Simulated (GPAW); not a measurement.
# PbS (R3m) in GPAW: single point with LDA

Aim: the single point of PbS with LDA.

All numbers are computed with GPAW 26.7.0; they aren't measurements. Logs are shortened: lines on timing, memory, paths and dates and some standing lists are left out, and cuts for length are marked. The log counts tension as positive stress, the text compression.

## Step 1: The structure

The structure is trigonal, space group R3m (No. 160). Conventional cell: a = 4.225 Å, b = 4.225 Å, c = 10.356 Å, α = 90.00°, β = 90.00°, γ = 120.00°. Around Pb (site symmetry 3m) lie 6 S at 2.96 to 3.02 Å. Around S (site symmetry 3m) lie 6 Pb at 2.96 to 3.02 Å.

The cell is a database's computed one.

## Step 2: Single point, LDA

File run.py:

```python
from ase import Atoms
from ase.dft.bandgap import bandgap
from ase.io import write
from ase.units import GPa
from gpaw import GPAW, PW

atoms = Atoms(['Pb', 'S'],
              cell=[[2.1126617058, 1.2197458045, 3.4519162518],
                    [-2.1126617058, 1.2197458045, 3.4519162518],
                    [0.0, -2.4394916091, 3.4519162518]],
              scaled_positions=[[0.98056578, 0.98056578, 0.98056578],
                                [0.47503555, 0.47503555, 0.47503555]],
              pbc=True)

calc = GPAW(mode=PW(450),
            xc='LDA',
            kpts={'size': (6, 6, 6), 'gamma': True},
            occupations={'name': 'fermi-dirac', 'width': 0.05},
            setups={'S': 'v3'},
            nbands=-9,
            maxiter=120,
            txt='gpaw.txt')
atoms.calc = calc
energy = atoms.get_potential_energy()
forces = atoms.get_forces()
stress = atoms.get_stress()
calc.write('gs.gpw')
write('result.traj', atoms)
print(f'Energy: {energy:.6f} eV')
print('Forces (eV/A):')
print(forces.round(4))
print('Stress (GPa):', (stress / GPa).round(3))
print('Fermi level:', round(calc.get_fermi_level(), 4), 'eV')
print(f'Gap: {bandgap(calc)[0]:.4f} eV, direct: {bandgap(calc, direct=True)[0]:.4f} eV')
```

Potentials or basis: the program's PAW data sets (release 1.2.1) made for this functional, newer versions, pw.

Run with:

```bash
OMP_NUM_THREADS=1 python run.py
```

gpaw.txt:

```text
__  _  _
 | _ |_)|_||  |
 |__||  | ||/\| - 26.7.0

Input parameters:
  mode=PW(ecut=450.00000000000006),
  kpts=MonkhorstPack(size=(6, 6, 6), gamma=True),
  maxiter=120,
  nbands=-9,
  occupations=Occupations(name='fermi-dirac', width=0.05),
  setups={'S': 'v3'},
  xc=XC(name='LDA')

Diagonalizing LCAO Hamiltonian
Converting LCAO to pw mode

       Pb

       S

Atoms  # Å, Bohr magnetons
|   | symbol |        x |         y |         z |    initial magnetic moments |
|---|--------|----------|-----------|-----------|-----------------------------|
| 0 |     Pb | 0.000000 | -0.000000 | 10.154493 | ( 0.0000,  0.0000,  0.0000) |
| 1 |      S | 0.000000 | -0.000000 |  4.919349 | ( 0.0000,  0.0000,  0.0000) |

Unit cell  # Å
| periodic |         x |         y |        z |  lengths |    angles |
|----------|-----------|-----------|----------|----------|-----------|
|      yes |  2.112662 |  1.219746 | 3.451916 | 4.226919 | 59.975026 |
|      yes | -2.112662 |  1.219746 | 3.451916 | 4.226919 | 59.975026 |
|      yes |  0.000000 | -2.439492 | 3.451916 | 4.226919 | 59.975026 |

Number of symmetries: 6
Symmetry operations  # r_c * U_cc + t_c -> r_c
|   | kind |            matrix            |
|---|------|------------------------------|
| 0 |  E   |  1, 0, 0,  0, 1, 0,  0, 0, 1 |
| 1 |  σ   |  1, 0, 0,  0, 0, 1,  0, 1, 0 |
| 2 |  σ   |  0, 1, 0,  1, 0, 0,  0, 0, 1 |
| 3 |  C3  |  0, 1, 0,  0, 0, 1,  1, 0, 0 |
| 4 |  C3  |  0, 0, 1,  1, 0, 0,  0, 1, 0 |
| 5 |  σ   |  0, 0, 1,  0, 1, 0,  1, 0, 0 |

BZ-sampling:
  Number of BZ points: 216
  Number of IBZ points: 32

  Monkhorst-Pack size: [6, 6, 6]
  Monkhorst-Pack shift: [0.08333333333333333, 0.08333333333333333, 0.08333333333333333]

K-points  # in reciprocal-cell coordinates
|     |                                coordinates |     weight |
|-----|--------------------------------------------|------------|
|   0 | (  0.00000000,   0.00000000,   0.00000000) | 0.00462963 |
|   1 | (  0.16666667,   0.00000000,  -0.16666667) | 0.02777778 |
|   2 | (  0.16666667,   0.00000000,   0.00000000) | 0.02777778 |
|   3 | (  0.16666667,   0.16666667,  -0.16666667) | 0.02777778 |
|   4 | (  0.16666667,   0.16666667,   0.00000000) | 0.02777778 |
|   5 | (  0.16666667,   0.16666667,   0.16666667) | 0.00925926 |
|   6 | (  0.33333333,  -0.16666667,  -0.16666667) | 0.02777778 |
|   7 | (  0.33333333,   0.00000000,  -0.33333333) | 0.02777778 |
|   8 | (  0.33333333,   0.00000000,  -0.16666667) | 0.05555556 |
|   9 | (  0.33333333,   0.00000000,   0.00000000) | 0.02777778 |
| ... |                                            |            |
|  31 | (  0.50000000,   0.50000000,   0.50000000) | 0.00462963 |

Plane wave coefficients: 1173
Cutoff: 450.00000000000006 eV

Spin-components: 1 (collinear spins)
Bands:           19
Projectors:      11
Spin-degeneracy: 2
Datatype:        complex128

Parallelization:
  kpt:    1
  domain: 1
  band:   1

Density:
  Valence electrons: 20.0
  Components: 1
  Grid points: [21 21 21]
  Charge: 0.0  # |e|

Potential:
  Grid points: [21 21 21]

species:
  Pb:
    name:    Lead
    Z:       82.0
    valence: 14
    core:    68
    charge:  0.0  # [|e|]
    compensation charges:
      type: gauss
      rc: 0.38  # [Å]
      lmax: 2
    cutoffs:
      filter: 2.36  # [Å]
      core: 2.43  # [Å]
    projectors
    | kind |    occ | energy [eV] | rcut [Å] |
    |------|--------|-------------|----------|
    |   6s |  2.000 |     -12.249 |    1.259 |
    |   6p |  2.000 |      -3.713 |    1.275 |
    |   5d | 10.000 |     -21.326 |    1.217 |
    |    s |        |      14.962 |    1.259 |
    |    p |        |      23.498 |    1.275 |
    |    d |        |       5.885 |    1.217 |

    Using partial waves for Pb as LCAO basis

  S:
    name:    Sulfur
    Z:       16.0
    valence: 6
    core:    10
    charge:  0.0  # [|e|]
    compensation charges:
      type: gauss
      rc: 0.26  # [Å]
      lmax: 2
    cutoffs:
      filter: 2.13  # [Å]
      core: 1.67  # [Å]
    projectors
    | kind |    occ | energy [eV] | rcut [Å] |
    |------|--------|-------------|----------|
    |   3s |  2.000 |     -17.281 |    1.217 |
    |   3p |  4.000 |      -7.107 |    0.953 |
    |    s |        |       9.931 |    1.217 |
    |    p |        |      20.105 |    0.953 |
    |    d |        |       0.000 |    0.847 |

    Using partial waves for S as LCAO basis

Reference energy: -577796.420962  # eV

eigensolver:
  PPCG
  Converge bands: occupied
  niter=2

density mixing:
  MSR1-Mixer
  Pratt-step length: 0.05
  Maximum mixing coefficient: 0.75
  Old densities: 10
  SVD Regularization: 0.005
  Good broyden scale: 1.0
  Trust region scale: 1.0
  Backstep threshold: 4.0
  History deletion threshold: 6.0
  Fourier metric: weight=20.0, sigma=0.015

occupation numbers:
  Fermi-Dirac:
    width: 0.0500  # eV

poisson solver:
  ecut: 3600.0000000000005  # eV

xc functional:
  name: None

convergence criteria:
- Maximum [total energy] change in last 3 cyles: 0.0005 eV / valence electron
- Maximum integral of absolute [dens]ity change: 0.0001 electrons / valence electron
- Maximum integral of absolute [eigenst]ate change: 4e-08 eV^2 / valence electron
maximum number of iterations: 120

SCF iterations
|iter     | |      energy | eigst |  dens |
|---------|-|-------------|-------|-------|
|iter:   1| |  -10.584404 | -0.19 |       |
|iter:   2| |  -10.480358 | -1.91 | -1.17 |
|iter:   3| |  -10.164241 | -1.80 | -1.23 |
|iter:   4| |  -10.161045 | -3.82 | -1.81 |
|iter:   5| |  -10.160460c| -4.56 | -2.18 |
|iter:   6| |  -10.160465c| -5.84 | -3.27 |
|iter:   7| |  -10.160467c| -6.85 | -3.74 |
|iter:   8| |  -10.160467c| -7.90c| -4.55c|

Converged in 8 steps
Energy contributions relative to reference atoms: (reference = -577796.420962)

Energy contributions:
  Kinetic:          11.955103
  Coulomb:         -13.099697
  Zero:             -0.043678
  External:          0.000000
  Xc:               -8.971861
  Entropy:          -0.000665
  Spinorbit:         0.000000
  ----------------------------
  Free energy:     -10.160799
  Extrapolated:    -10.160467

dipole moment: (-0.000000, -0.000000, 40.672616)  # |e|*Ang

Fermi level: 5.708
Eigenvalues  # (at kpt = [0.000, 0.000, 0.000])
| band index |      eig [eV] | occ [0-2] |
|------------|---------------|-----------|
|          0 |       -11.092 |     2.000 |
|        ... |               |           |
|          2 |       -11.092 |     2.000 |
|          3 |       -11.090 |     2.000 |
|          4 |       -11.090 |     2.000 |
|          5 |        -7.786 |     2.000 |
|          6 |        -0.528 |     2.000 |
|          7 |         3.533 |     2.000 |
|          8 |         3.533 |     2.000 |
|          9 |         3.537 |     2.000 |
|         10 |        10.529 |     0.000 |
|         11 |        10.553 |     0.000 |
|         12 |        10.553 |     0.000 |
|         13 |        12.284 |     0.000 |
|         14 |        12.284 |     0.000 |
|         15 |        12.302 |     0.000 |
|         16 |        14.151 |     0.000 |
|         17 |        14.598 |     0.000 |
|         18 |        14.629 |     0.000 |

Gap: 0.289 eV
Transition (v -> c):
  (s=0, k=19, n=9, [0.50, 0.00, 0.00]) -> (s=0, k=19, n=10, [0.50, 0.00, 0.00])
No difference between direct/indirect transitions

Forces  # eV/Ang
|       x |        y |        z |
|---------|----------|----------|
| 0.00000 | -0.00000 |  0.01925 |  # Pb   0
| 0.00000 |  0.00000 | -0.01910 |  # S    1

Stress tensor  # eV/Ang^3
|         x |         y |         z |
|-----------|-----------|-----------|
|  0.028557 | -0.000000 | -0.000000 |
| -0.000000 |  0.028557 |  0.000000 |
| -0.000000 |  0.000000 |  0.028443 |

# Writing to gs.gpw (mode='')
```

It took 14 s on 1 thread of Arm Neoverse V1, shared host; peak memory 0.16 GiB.

What came out:

| Property | Result |
| --- | --- |
| Free energy | -10.1608 eV |
| Pressure | -4.6 GPa |
| Largest force | 0.019 eV/Å |
| Band gap on the k mesh | 0.29 eV, direct |

Forces in eV/Å, atoms in the order of the input:
```
Pb   0.000  0.000  0.019
S    0.000  0.000 -0.019
```

Levels at points of the mesh, in eV from the valence-band top:
| k point | band 6 | band 7 | band 8 | band 9 | band 10 | band 11 | band 12 | band 13 | band 14 | band 15 |
| --- | --- | --- | --- | --- | --- | --- | --- | --- | --- | --- |
| (0.00, 0.00, 0.00) | -13.35 | -6.09 | -2.03 | -2.03 | -2.03 | 4.97 | 4.99 | 4.99 | 6.72 | 6.72 |
| (0.50, 0.00, 0.00) | -12.13 | -8.75 | -1.64 | -1.64 | 0.00 | 0.29 | 1.89 | 1.90 | 8.48 | 10.08 |
| (0.50, 0.50, 0.00) | -11.73 | -7.21 | -5.03 | -3.29 | -3.29 | 3.84 | 5.40 | 5.48 | 5.50 | 11.05 |
| (0.50, 0.50, 0.50) | -12.14 | -8.74 | -1.64 | -1.64 | -0.05 | 0.34 | 1.89 | 1.89 | 8.47 | 10.08 |

Caveat: the cutoff is short for stress and forces, so pressures can be off by a GPa or more; spin-orbit coupling is left out, which as a rule narrows the gap of such compounds by several tenths of an eV. A k mesh can miss the band edges.
